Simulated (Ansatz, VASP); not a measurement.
**Bi: VASP beside Ansatz**

```
Bi
1.0
     3.22375    0.00000    0.00000
     0.00000    3.22375    0.00000
     0.00000    0.00000    3.22375
Bi
1
Direct
  0.00000 0.00000 0.00000
```

Alike in both runs: functional PBEsol; k mesh 12 × 12 × 12; occupations fermi-dirac, width 0.05 eV; no spin polarisation.

Ansatz relaxed the structure, and its values are those at the end. VASP's run is a single point on that final structure, the one shown.

```csv
,VASP,Ansatz
version,VASP 6.6.1,Ansatz 0.2.0
potentials or method,"VASP PAW PBE potentials, release 64 (Bi_d)","PAW with Ansatz's default frozen-core files, scalar-relativistic"
plane-wave cutoff (eV),520,420
valence electrons in the cell,15,15
```

```tsv
	VASP	Ansatz	Ansatz less VASP
pressure (GPa)	-0.1	0.0	+0.07
```

Caveats: the PAW data sets were made with another functional, which shifts forces and pressure a little (VASP).
